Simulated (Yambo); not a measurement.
# TePb (Fm-3m) in Yambo: a series of runs

The runs below take TePb through G0W0 quasiparticle levels, optical spectrum, optical spectrum by the Bethe-Salpeter equation, with PBEsol.

Program: Yambo 5.3.0. These are calculated values, not measurements. Logs are shortened: lines on timing, memory, paths and dates and some standing lists are left out, and cuts for length are marked.

## Step 1: The structure

It takes space group Fm-3m (No. 225, cubic). The conventional cell has a = 6.462 Å, b = 6.462 Å, c = 6.462 Å, α = 90.00°, β = 90.00°, γ = 90.00°. Around Pb (site symmetry m-3m) lie 6 Te at 3.23 Å. Around Te (site symmetry m-3m) lie 6 Pb at 3.23 Å.

## Step 2: G0W0 quasiparticle levels, PBEsol

File g0w00.in:

```
gw0
dyson
el_el_corr
rim_cut
HF_and_locXC
ppa
em1d
RandQpts= 1000000
RandGvec= 50 RL
EXXRLvcs= 80 Ry
VXCRLvcs= 80 Ry
Chimod= "HARTREE"
% BndsRnXp
 1 | 75 |
%
NGsBlkXp= 6 Ry
% LongDrXp
 1 | 1 | 1 |
%
PPAPntXp= 27.21138 eV
% GbndRnge
 1 | 75 |
%
GTermKind= "BG"
DysSolver= "n"
ExtendOut
% QPkrange
 1 | 1 | 14 | 17 |
 3 | 3 | 14 | 17 |
%
```

File scf.in:

```
&CONTROL
  calculation = 'scf'
  prefix = 'pwscf'
  outdir = './tmp'
  pseudo_dir = './pseudo'
/
&SYSTEM
  ibrav = 0
  nat = 2
  ntyp = 2
  ecutwfc = 80
  nbnd = 22
  occupations = 'smearing'
  smearing = 'fd'
  degauss = 0.00367493
  force_symmorphic = .true.
/
&ELECTRONS
  conv_thr = 4d-10
  electron_maxstep = 120
  mixing_beta = 0.5
/
ATOMIC_SPECIES
Pb   207.2000 Pb.upf
Te   127.6000 Te.upf
CELL_PARAMETERS angstrom
   0.0000000000    3.2310000000    3.2310000000
   3.2310000000    0.0000000000    3.2310000000
   3.2310000000    3.2310000000    0.0000000000
ATOMIC_POSITIONS crystal
Pb     0.0000000000    0.0000000000    0.0000000000
Te     0.5000000000    0.5000000000    0.5000000000
K_POINTS automatic
8 8 8 0 0 0
```

File nscf.in:

```
&CONTROL
  calculation = 'nscf'
  prefix = 'pwscf'
  outdir = './tmp'
  pseudo_dir = './pseudo'
/
&SYSTEM
  ibrav = 0
  nat = 2
  ntyp = 2
  ecutwfc = 80
  nbnd = 75
  occupations = 'fixed'
  force_symmorphic = .true.
/
&ELECTRONS
  conv_thr = 1d-08
  diago_full_acc = .true.
  diago_thr_init = 1d-06
/
ATOMIC_SPECIES
Pb   207.2000 Pb.upf
Te   127.6000 Te.upf
CELL_PARAMETERS angstrom
   0.0000000000    3.2310000000    3.2310000000
   3.2310000000    0.0000000000    3.2310000000
   3.2310000000    3.2310000000    0.0000000000
ATOMIC_POSITIONS crystal
Pb     0.0000000000    0.0000000000    0.0000000000
Te     0.5000000000    0.5000000000    0.5000000000
K_POINTS automatic
4 4 4 0 0 0
```

Potentials or basis: PseudoDojo 0.4.1 SR PBEsol standard.

The run is started by

```bash
OMP_NUM_THREADS=1 pw.x -in scf.in > scf.out
OMP_NUM_THREADS=1 pw.x -in nscf.in > nscf.out
cd tmp/pwscf.save; p2y; mv SAVE ../..; cd ../..
OMP_NUM_THREADS=1 yambo
OMP_NUM_THREADS=1 yambo -F g0w00.in -J g0w00 -C g0w00_out
```

Yambo's report:

```text
[... sections 02.01 to 02.04 as in the set-up run ...]

[... 5 lines left out ...]
  [X] Bosonic    Temperature                        :  0.000000  0.000000 [eV K]
  [X] Finite Temperature mode                       : no
  [X] El. density                                   :  0.44471E+24 [cm-3]
  [X] Fermi Level                                   :  8.866157 [eV]

  [X] === Gaps and Widths ===
  [X] Conduction Band Min                           :  0.670360 [eV]
  [X] Valence Band Max                              :  0.000000 [eV]
  [X] Filled Bands                                  :  15
  [X] Empty Bands                                   :   16   75
  [X] Direct Gap                                    :  0.670360 [eV]
  [X] Direct Gap localized at k                     :  3
  [X] Indirect Gap                                  :  0.670360 [eV]
  [X] Indirect Gap between kpts                     :  3  3
  [X] Last valence band width                       :  2.794884 [eV]
  [X] 1st conduction band width                     :  3.413149 [eV]

 [03] Transferred momenta grid and indexing
 ==========================================

 IBZ Q-points                                      :   8
 BZ  Q-points                                      :   64

 K/Q-points units:
 rlu = crystal or reduced units; cc = cartesian coordinates; iku = interal k-units

 Q [1]          [rlu]:  0.000000  0.000000  0.000000
 Q [2]          [rlu]:  0.12654E-17  0.12654E-17  0.25000
 Q [3]          [rlu]: -0.25308E-17 -0.25308E-17 -0.50000
 Q [4]          [rlu]: -0.72382E-17  0.25000      0.25000
 Q [5]          [rlu]:  0.96551E-17  0.25000      0.50000
 Q [6]          [rlu]: -0.25308E-17  0.25000     -0.25000
 Q [7]          [rlu]:  0.14476E-16 -0.50000     -0.50000
 Q [8]          [rlu]:  0.250000 -0.500000 -0.250000

 [04] Coloumb potential Random Integration (RIM)
 ===============================================

  [04.01] RIM initialization
  ==========================

  * Diagonal components only detected *

  8 x (sBL volume)        :  0.068110 [a.u.]
  sBZ random points       :  1000000
  Points outside the sBZ  :   7996195
  RL volume               :  0.544882 [a.u.]
  Integrated volume       :  0.545141 [a.u.]

  [04.02] RIM integrals
  =====================

  Gamma point sphere radius             :  0.074078 [a.u.]
  Points outside the sphere             :   799659
  [Int_sBZ(q=0) 1/q^2]*(Vol_sBZ)^(-1/3) =:  7.764404
                                 should be <:  7.795600
  [WR./g0w00//ndb.RIM]------------------------------------------------------------
   Brillouin Zone Q/K grids (IBZ/BZ)                :    8   64    8   64
   Coulomb cutoff potential                         : none
   Coulombian RL components                         :   51
[... 136 lines left out ...]
  [  GW  ] Bands range     :    1   75
  [GW/PPA] G damping       :  0.100000 [eV]

  QP @ state[ 1 ] K range:  1  1
  QP @ state[ 1 ] b range:  14  17
  QP @ state[ 2 ] K range:  3  3
  QP @ state[ 2 ] b range:  14  17
[... 19 lines left out ...]
   :: Time ordering fails/rest    :  0.499501
   :: Mean rel dev of PP cond     :  0.305611
   Current Q-pt index             :   6
   :: PP condition fails/total    :  0.297086
   :: Time ordering fails/rest    :  0.501933
   :: Mean rel dev of PP cond     :  0.296981
   Current Q-pt index             :   7
   :: PP condition fails/total    :  0.302414
   :: Time ordering fails/rest    :  0.499656
   :: Mean rel dev of PP cond     :  0.302329
   Current Q-pt index             :   8
   :: PP condition fails/total    :  0.293463
   :: Time ordering fails/rest    :  0.502149
   :: Mean rel dev of PP cond     :  0.293368

  [08.02] QP properties and I/O
  =============================

  Legend (energies in eV)
  - B  : Band       - Eo  : bare energy
  - E  : QP energy  - Z   : Renormalization factor
  - So : Sc(Eo)     - S   : Sc(E)
  - dSp: Sc derivative precision

  - lXC: Local XC (Perdew, Burke & Ernzerhof SOL(X)+Perdew, Burke & Ernzerhof SOL(C))
  -nlXC: non-Local XC (Hartree-Fock)

  QP [eV] @ K [1] (iku):  0.000000  0.000000  0.000000
   B=14 Eo= -1.32 E= -2.11 E-Eo= -0.78 Re(Z)=0.78 Im(Z)=-0.156692E-2 nlXC= -14.4023 lXC= -11.5794 So=  1.82601
   B=15 Eo= -1.32 E= -2.11 E-Eo= -0.79 Re(Z)=0.78 Im(Z)=-0.156940E-2 nlXC= -14.4023 lXC= -11.5794 So=  1.81833
   B=16 Eo=  4.08 E=  3.75 E-Eo= -0.34 Re(Z)=0.78 Im(Z)= 0.415190E-3 nlXC= -7.41388 lXC= -10.8688 So= -3.88482
   B=17 Eo=  4.08 E=  3.75 E-Eo= -0.34 Re(Z)=0.78 Im(Z)= 0.345031E-3 nlXC= -7.41387 lXC= -10.8688 So= -3.88399

  QP [eV] @ K [3] (iku): -0.250000 -0.250000  0.250000
   B=14 Eo= -0.87 E= -1.58 E-Eo= -0.71 Re(Z)=0.79 Im(Z)=-0.150257E-2 nlXC= -14.2722 lXC= -11.8252 So=  1.55254
   B=15 Eo=  0.00 E= -0.63 E-Eo= -0.63 Re(Z)=0.80 Im(Z)=-0.143141E-2 nlXC= -13.6494 lXC= -12.1707 So= 0.694991
   B=16 Eo=  0.67 E=  0.39 E-Eo= -0.28 Re(Z)=0.81 Im(Z)=-0.141244E-2 nlXC= -7.27566 lXC= -9.83880 So= -2.90730
   B=17 Eo=  1.25 E=  0.96 E-Eo= -0.30 Re(Z)=0.80 Im(Z)=-0.141838E-2 nlXC= -7.66468 lXC= -10.0915 So= -2.79497

  [WR./g0w00//ndb.QP]-------------------------------------------------------------
   Lattice constants                                :  6.105705  6.105705  6.105705
   Coulomb cutoff potential                         : none
   Electronic Temperature                           :  0.000000 [K]
   Bosonic    Temperature                           :  0.000000 [K]
   Green`s function   energies                      : Perdew, Burke & Ernzerhof SOL(X)+Perdew, Burke & Ernzerhof SOL(C)
   wavefunctions                                    : Perdew, Burke & Ernzerhof SOL(X)+Perdew, Burke & Ernzerhof SOL(C)
   PPA    diel. fun.  energies                      : Perdew, Burke & Ernzerhof SOL(X)+Perdew, Burke & Ernzerhof SOL(C)
   wavefunctions                                    : Perdew, Burke & Ernzerhof SOL(X)+Perdew, Burke & Ernzerhof SOL(C)
   QP tot states                                    :   8
   GW solver                                        : Newton
   GW approximation                                 : PPA
   PPA imaginary Energy                             :  27.21138 ev
   RIM G`s                                          :   51
   RIM random pts                                   :  1000000
   dS/dw steps                                      :  2
   dS/dw step                                       :  0.100000 ev
   X G`s                                            :  137 used
   X G`s                                            :  137 disk
   X bands                                          :    1   75
   X poles                                          :  100.0000 o/o
   X e/h E range                                    : -1.000000 -1.000000 ev
   X Hxc Kernel                                     : HARTREE
   X BZ energy Double Grid                          : no
   X Optical Averaged directions                    : none
   Sc/G bands                                       :    1   75
   Sc/G damping                                     :  0.100000 ev
   Sc bands terminator                              : yes
   Sc terminator kind                               : BG
   Sc Terminator pole                               :  40.81708
   Sx RL components                                 :   5601

   QP @ state[ 1 ] K range                          :  1  1
   QP @ state[ 1 ] b range                          :  14  17
   QP @ state[ 2 ] K range                          :  3  3
   QP @ state[ 2 ] b range                          :  14  17
   GF energies kind                                 : Perdew, Burke & Ernzerhof SOL(X)+Perdew, Burke & Ernzerhof SOL(C)
   GF WF`s kind                                     : Perdew, Burke & Ernzerhof SOL(X)+Perdew, Burke & Ernzerhof SOL(C)
   Xs energies kind                                 : Perdew, Burke & Ernzerhof SOL(X)+Perdew, Burke & Ernzerhof SOL(C)
   Xs WF`s kind                                     : Perdew, Burke & Ernzerhof SOL(X)+Perdew, Burke & Ernzerhof SOL(C)
```

r_setup:

```text
[02] CORE Variables Setup
 =========================

  [02.01] Unit cells
  ==================

  Cell kind             :  FCC
  Atoms in the cell     :  Pb  Te
  number of Pb atoms    :  1
  number of Te atoms    :  1

[... 265 lines left out ...]
  =================

   [03.01.01] Sigma indexes
   ========================

   [WR./SAVE//ndb.kindx]-----------------------------------------------------------
    Fragmentation                                    : no
    Polarization last K ( bz)                        :   64
    Polarization last K (ibz)                        :   8
    QP states                                        :   1   8
    X grid is uniform                                : yes
    Grids (string)                                   :  X S
    Grids (int-vector)                               :  1  0  0  1
```

o-g0w00.qp:

```text
# GW solver                                       : Newton
# GW approximation                                : PPA
# PPA imaginary Energy                            :   27.2113800    [ev]
[... 39 lines left out ...]
        3                  16                 0.670360           0.393089          -0.277271          -9.838798          -7.275664          -2.907301          -2.840405          -6.567295           0.805576          -0.001412          -9.978000           65.96632
        3                  17                 1.251336           0.955622          -0.295714          -10.09150          -7.664679          -2.794968          -2.722532          -6.667461           0.803194          -0.001418          -9.617501           68.43898
#
```

Wall time 4.4 min (1 thread of Intel Xeon Platinum 8488C (Sapphire Rapids), shared host); peak memory 0.44 GiB.

Results:

| Property | Result |
| --- | --- |
| Band gap on the k mesh, mean-field level | 0.67 eV, direct |
| Quasiparticle gap | 1.02 eV |
| Least direct quasiparticle gap | 1.02 eV |
| Quasiparticle gap at Γ | 5.85 eV |
| Band gap of the same states before the correction | 0.67 eV |

Quasiparticle terms (eV):
| k point | band | Kohn-Sham level | Vxc | Σx | Σc | Z | result |
| --- | --- | --- | --- | --- | --- | --- | --- |
| (0.000, 0.000, 0.000) | 14 | -1.32 | -11.58 | -14.40 | 1.83 | 0.78 | -2.11 |
| (0.000, 0.000, 0.000) | 15 | -1.32 | -11.58 | -14.40 | 1.82 | 0.78 | -2.11 |
| (0.000, 0.000, 0.000) | 16 | 4.08 | -10.87 | -7.41 | -3.88 | 0.78 | 3.75 |
| (0.000, 0.000, 0.000) | 17 | 4.08 | -10.87 | -7.41 | -3.88 | 0.78 | 3.75 |
| (0.000, 0.000, -0.500) | 14 | -0.87 | -11.83 | -14.27 | 1.55 | 0.79 | -1.58 |
| (0.000, 0.000, -0.500) | 15 | 0.00 | -12.17 | -13.65 | 0.69 | 0.80 | -0.63 |
| (0.000, 0.000, -0.500) | 16 | 0.67 | -9.84 | -7.28 | -2.91 | 0.81 | 0.39 |
| (0.000, 0.000, -0.500) | 17 | 1.25 | -10.09 | -7.66 | -2.79 | 0.80 | 0.96 |

Caveat: the k mesh is coarse (spacing up to 0.42 Å⁻¹), so the values aren't converged; the potentials hold a filled d shell without the s and p states of that shell, which can shift GW gaps by tenths of an eV, either way; this version prints the column dSc/dw multiplied by 27.2; the terminator is approximate in this version, by hundredths of an eV; spin-orbit coupling is left out, which as a rule narrows the gap of such compounds by several tenths of an eV.

## Step 3: Optical spectrum, PBEsol

File optics1.in:

```
optics
chi
Chimod= "HARTREE"
% BndsRnXd
 1 | 40 |
%
NGsBlkXd= 3 Ry
% LongDrXd
 1 | 0 | 0 |
%
% QpntsRXd
 1 | 1 |
%
% EnRngeXd
 0 | 20 | eV
%
% DmRngeXd
 0.1 | 0.1 | eV
%
ETStpsXd= 200
```

scf.in is that of step 2.

nscf.in is that of step 2.

Potentials or basis: PseudoDojo 0.4.1 SR PBEsol standard.

The run is started by

```bash
OMP_NUM_THREADS=1 pw.x -in scf.in > scf.out
OMP_NUM_THREADS=1 pw.x -in nscf.in > nscf.out
cd tmp/pwscf.save; p2y; mv SAVE ../..; cd ../..
OMP_NUM_THREADS=1 yambo
OMP_NUM_THREADS=1 yambo -F optics1.in -J optics1 -C optics1_out
```

Yambo's report:

```text
[... sections 02.01 to 02.04 as in the set-up run ...]

[... 5 lines left out ...]
  [X] Bosonic    Temperature                        :  0.000000  0.000000 [eV K]
  [X] Finite Temperature mode                       : no
  [X] El. density                                   :  0.44471E+24 [cm-3]
  [X] Fermi Level                                   :  8.866157 [eV]

  [X] === Gaps and Widths ===
  [X] Conduction Band Min                           :  0.670360 [eV]
  [X] Valence Band Max                              :  0.000000 [eV]
  [X] Filled Bands                                  :  15
  [X] Empty Bands                                   :   16   75
  [X] Direct Gap                                    :  0.670360 [eV]
  [X] Direct Gap localized at k                     :  3
  [X] Indirect Gap                                  :  0.670360 [eV]
  [X] Indirect Gap between kpts                     :  3  3
  [X] Last valence band width                       :  2.794884 [eV]
  [X] 1st conduction band width                     :  3.413149 [eV]

 [03] Transferred momenta grid and indexing
 ==========================================

 IBZ Q-points                                      :   8
 BZ  Q-points                                      :   64

 K/Q-points units:
 rlu = crystal or reduced units; cc = cartesian coordinates; iku = interal k-units

 Q [1]          [rlu]:  0.000000  0.000000  0.000000
 Q [2]          [rlu]:  0.12654E-17  0.12654E-17  0.25000
 Q [3]          [rlu]: -0.25308E-17 -0.25308E-17 -0.50000
 Q [4]          [rlu]: -0.72382E-17  0.25000      0.25000
 Q [5]          [rlu]:  0.96551E-17  0.25000      0.50000
 Q [6]          [rlu]: -0.25308E-17  0.25000     -0.25000
 Q [7]          [rlu]:  0.14476E-16 -0.50000     -0.50000
 Q [8]          [rlu]:  0.250000 -0.500000 -0.250000

 [WARNING] [Xd] User bands 1-40 break level degeneracy

 [04] Dipoles
 ============

  [04.01] Setup: observables and procedures
  =========================================

  [WF-Oscillators/G space/Transverse up loader] Normalization (few states)  min/max  :  0.15780E-16   1.0000

  [WR./optics1//ndb.dipoles]------------------------------------------------------
   Brillouin Zone Q/K grids (IBZ/BZ)                :    8   64    8   64
   RL vectors                                       :   6615 [WF]
   Fragmentation                                    : yes
   Electronic Temperature                           :  0.000000 [K]
   Bosonic    Temperature                           :  0.000000 [K]
   DIP band range                                   :    1   40
   DIP band range limits                            :  15  16
   DIP e/h energy range                             : -1.000000 -1.000000 [eV]
   RL vectors in the sum                            :   6615
   [r,Vnl] included                                 : yes
   Bands ordered                                    : yes
   Direct v evaluation                              : no
   Approach used                                    : G-space v
   Dipoles computed                                 : R V P [G-space]
   Wavefunctions                                    : Perdew, Burke & Ernzerhof SOL(X)+Perdew, Burke & Ernzerhof SOL(C)

  [WARNING] [r,Vnl^pseudo] included in position and velocity dipoles.

  [WARNING] In case H contains other non local terms, these are neglected

 [05] Optics
 ===========

 [X-CG] R(p) Tot o/o(of R):   1696  24000    100
```

o-optics1.eps_q1_inv_rpa_dyson:

```text
# Absorption @ Q(1):   1.00000000      0.00000000      0.00000000    [q->0 direction]
#
# [ X ] Hartree size                              :   59
# [GEN] GF Energies                               : Perdew, Burke & Ernzerhof SOL(X)+Perdew, Burke & Ernzerhof SOL(C)
# [GEN] Green`s Function                          : T-ordered
#
# [GEN] Gauge                                     : Length
# [GEN] [r,Vnl] included                          : yes
#
#    E[1] [eV]          Im(eps)            Re(eps)            Im(eps_o)          Re(eps_o)
#
        0.000000           2.757807           41.58170           3.065613           44.80965
        0.100503           2.829600           41.81203           3.146341           45.06234
        0.201005           3.066958           42.53121           3.414207           45.85218
        0.301508           3.555616           43.83453           3.970390           47.28657
        0.402010           4.541564           45.91768           5.111133           49.58458
        0.502513           6.830566           49.06351           7.832322           53.02469
[... 192 lines left out ...]
        19.89950           0.345434           0.527434           0.629706           0.566462
        20.00000           0.311838           0.644865           0.938913           0.582540
#
```

Wall time 58 s (1 thread of Intel Xeon Platinum 8488C (Sapphire Rapids), shared host); peak memory 0.35 GiB.

Results:

- Band gap on the k mesh, mean-field level: 0.67 eV, direct
- Electronic dielectric constant along the field: 41.58
- Electronic dielectric constant along the field, independent particles: 44.81

Dielectric function (along the field direction of the input):
| energy (eV) | real part | imaginary part |
| --- | --- | --- |
| 0.30 | 43.83 | 3.56 |
| 1.31 | 10.81 | 85.68 |
| 2.31 | -9.42 | 35.35 |
| 3.32 | -16.33 | 9.30 |
| 4.42 | -6.03 | 1.16 |
| 5.43 | -2.84 | 3.73 |
| 6.43 | -1.46 | 1.81 |
| 7.54 | -2.28 | 2.84 |
| 8.54 | -2.77 | 0.96 |
| 9.55 | -0.99 | 0.96 |
| 10.65 | -0.57 | 1.84 |
| 11.66 | -0.70 | 0.94 |
| 12.66 | -0.20 | 0.86 |
| 13.77 | -0.03 | 0.35 |
| 14.77 | 0.21 | 0.27 |
| 15.78 | 0.55 | 0.23 |
| 16.88 | 0.50 | 0.29 |
| 17.89 | 0.45 | 0.50 |
| 18.89 | 0.56 | 0.32 |
| 20.00 | 0.64 | 0.31 |

Caveat: the k mesh is coarse (spacing up to 0.42 Å⁻¹), so the values aren't converged; spectra need much finer meshes, so this one isn't converged; these spectra lack excitons; spin-orbit coupling is left out, which as a rule narrows the gap of such compounds by several tenths of an eV.

(Continued in part 2 of 2.)
